Q: This is grey tin, the diamond-structure form, at six volumes. The calculation calls the five larger cells metals, but the real crystal is a semimetal with a gap of exactly zero. Is that only a difference of words, or has the method failed?

Diamond-structure tin (2 atoms per cell) at fixed volumes, calculated with Ansatz 0.2.0 using PBEsol and PAW, scalar-relativistic and without spin polarization. The plane-wave cutoff is 420 eV, the k mesh 6×6×6 and the Gaussian smearing 0.1 eV. Energies are for zero smearing, relative to tin's standard crystal in the same functional; pressure is positive in compression.

| volume (Å³/atom) | shortest distance (Å) | energy over elements (eV/atom) | pressure (GPa) |
| --- | --- | --- | --- |
| 26.710 | 2.589 | 0.474 | 21.460 |
| 33.477 | 2.791 | 0.055 | 2.090 |
| 33.803 | 2.800 | 0.052 | 1.600 |
| 34.189 | 2.811 | 0.048 | 1.060 |
| 35.449 | 2.845 | 0.046 | -0.510 |
| 35.565 | 2.848 | 0.047 | -0.630 |

A: Choose a row in which the comparison with the real crystal is fair. The measured volume is roughly 34 Å³/atom, so take 34.189. The calculated pressure there is about 1 GPa, and it passes through zero near 35.0 Å³/atom if you interpolate between the neighbouring rows. Do the energy and the pressure of that row look wrong to you?

Q: No. I compared them over the step from 33.803 to 34.189. The slope of the unrounded total energy gives 1.33 GPa, and the mean of the two printed pressures is also 1.33 GPa.

A: That agreement shows that the energy and the stress are consistent with each other. It doesn't test the order of tin's phases: even the lowest row lies 0.046 eV/atom above the elemental reference, so that reference isn't this crystal at its energy minimum with these settings. The table doesn't give the structure of the reference, so leave that question aside. Nor can the agreement show that the bands are right. The total energy depends on the electron density and the occupied states. An empty valley that lies a little too low enters only through the few electrons that spill into it. You therefore need the band energies of the same calculation.

Q: For 34.189 they give a gap of −0.15 eV. What does a negative gap mean?

A: The calculation treats 28 electrons per cell, enough to fill 14 bands. The gap is the lowest energy found in band 15 minus the highest energy found in band 14, each taken over all sampled wave vectors. At any single wave vector the levels are numbered in order of energy, so band 15 can't lie below band 14 there. A negative value therefore always compares two different wave vectors. Somewhere in the crystal's band structure a conduction valley lies lower than the valence top does somewhere else.

Q: And the zero gap of real grey tin is something else?

A: Yes, it is a touching of two bands at one wave vector, the centre Γ of the Brillouin zone. Leave spin-orbit coupling aside for the moment. Three p-like orbital states then share one energy at Γ because the crystal is cubic. In most semiconductors of this structure they are full, and an s-like antibonding state lies above them. In tin the s-like state has dropped below them and takes two electrons, so the p-like level is only partly filled. Its filled and empty parts have the same energy, and the gap is zero.

Q: Then how do I tell a touching from an overlap if I have only one number per volume?

A: Watch what the number does when the volume changes. Uniform expansion keeps the crystal cubic, so it can't separate the p-like states. As long as the s-like state stays below them, a pure touching gives zero at every volume. The calculated overlap instead grows from 0.11 eV at 33.477 to 0.23 eV at 35.565. A quantity that runs with volume in this way isn't fixed by symmetry.

Q: Why does it grow when the crystal expands?

A: The valence top is made of bonding p-like states. The valley that comes down is most probably the one at L, the zone boundary along the cube diagonal, where the conduction state is antibonding with much s character. I take that assignment from the known band structure of this family of crystals. Stretching the bonds weakens the interaction that drives bonding and antibonding states apart, so the valley sinks towards the valence top and then past it. Among the five larger cells, one per cent more volume adds about 0.02 eV to the overlap.

Q: The functional makes the crystal slightly too large. Could that be the whole error?

A: It is a part of it. At the calculated zero-pressure volume the overlap is about 0.20 eV, by interpolation. At 34.189, close to the measured volume, it is still 0.15 eV. Correcting the volume thus removes about a quarter of the overlap and leaves a metal.

Q: The mesh of wave vectors is coarse. Couldn't a finer one remove the rest?

A: Think about which way a coarse mesh errs. It may miss the true top of band 14, which can only be higher than the highest sampled point. It may also miss the true bottom of band 15, which can only be lower than the lowest one. For a given crystal potential, then, adding points to this mesh leaves the overlap as it is or makes it larger. The potential itself was also obtained on the coarse mesh, and its convergence is untested.

Q: Tin is a heavy atom, and this calculation leaves out spin-orbit coupling. Shouldn't I blame that before I blame the functional?

A: You should work it out first, and a simple model is enough. With spin, the p-like level at Γ has six states. The coupling energy is $\lambda\,\mathbf{l}\cdot\mathbf{s}$, where $\lambda$ is its strength, $\mathbf{l}$ the orbital angular momentum and $\mathbf{s}$ the spin, both in units of $\hbar$. Four of the states move up by $\lambda/2$ and two move down by $\lambda$, so that their mean stays where it was. The upper four still share one energy and are half filled, so the touching at Γ survives. The splitting is $\Delta = 3\lambda/2$, and the valence top rises by

$$\frac{\lambda}{2} = \frac{\Delta}{3}.$$

Q: For grey tin $\Delta$ is roughly 0.7 eV, if I recall it correctly. The valence top then rises by $0.7/3 \approx 0.23$ eV. But that makes the overlap larger!

A: It does. At 34.189 the estimate is $0.15 + 0.23 = 0.38$ eV, or about 0.4 eV in view of the rough input. The model keeps the conduction valley fixed. That is reasonable for a valley at L, which has no orbital degeneracy for the coupling to split, but it makes the result an estimate of size only. The direction is the safer part: leaving out spin-orbit coupling hides some of the error instead of causing it.

Q: So the functional is the likeliest cause left. What does it get wrong?

A: It gives the empty states too little distance from the filled ones. True exchange is non-local: it depends on how an electron's orbital overlaps with each occupied orbital throughout the crystal. It lowers filled states more strongly than empty ones, because a filled orbital overlaps fully with itself. A semilocal functional such as this one replaces exchange by a potential built from the density and its gradient at each point. Filled and empty states feel the same potential, and much of that extra separation is lost.

Q: But semilocal functionals underestimate the gap of silicon too, and nobody gets a metal there.

A: Silicon has a gap wide enough to survive the error. In real grey tin the valley at L lies only about 0.1 eV above the valence top, as a rough value. An error of a few tenths of an electronvolt is enough to reverse that order. The same kind of mistake that gives silicon too small a gap gives tin a different kind of Fermi surface, with pockets of electrons in one place and pockets of holes in another. When you judge a similar crystal, compare the expected error with the true separation of the bands.

Q: The smallest cell, 26.71, has a positive gap of 0.18 eV. Has compression cured the problem?

A: Compression has moved the bands, but the functional is the same. The smallest direct gap on the mesh is now about 1.0 eV, and Γ is one of the sampled points. The touching has therefore gone: the s-like antibonding state has been pushed back above the p-like level, as the shorter bonds would lead you to expect. What remains is an indirect gap. It runs from Γ to a valley on the way to X, the zone boundary along a cube axis; the lowest sampled point lies two thirds of the way there.

Q: So the lowest valley isn't at L any more?

A: Not in this cell, and the change leaves a trace in the numbers. Divide the change of the gap by the change of $\ln V$, where $V$ is the volume per atom. Between neighbours among the five larger cells this slope lies between −1.8 and −2.0 eV. Averaged over the long step from 26.71 to 33.477 it is only −1.3 eV. The valley near X is known to respond to volume much more weakly than the one at L, so a change of the lowest valley would explain the smaller average.

Q: Can I at least trust that this cell is a semiconductor?

A: Not from this gap alone. For a given potential, the mesh can only make the gap look too wide, and the estimated spin-orbit shift of 0.23 eV is larger than the gap of 0.18 eV. The functional's own error acts the other way, since it places the conduction states too low. For the valley at L near the measured volume, that error is about half an electronvolt: the valley lies an estimated 0.4 eV below the valence top instead of 0.1 eV above it. If the error is similar for the valley near X, the gap stays open, but this calculation can't show that. The cell is also hypothetical, because real tin doesn't keep the diamond structure at a pressure of 21 GPa.

Q: Suppose I need to know how well grey tin conducts. What can I take from this calculation?

A: Don't take the number of carriers from it. At 34.189 the overlap creates electrons and holes that the real crystal doesn't have at low temperature, and their number would change with every small strain. The agreement of energy and pressure gives you no protection, because it would look just as good with the valley in the wrong place.

Q: Would it help to switch on spin-orbit coupling and keep the functional?

A: That would put the valence top into its proper form, but by our estimate it would also widen the false overlap. You need the coupling together with a method that restores the non-local part of exchange, such as a hybrid functional or a GW calculation. Then repeat the test on several volumes within about two per cent of the measured one, because a larger expansion could bring down even a correctly placed valley. If the gap stays at zero while the volume changes, the bands touch at Γ as they should; if it is negative and drifts, a valley is still too low.
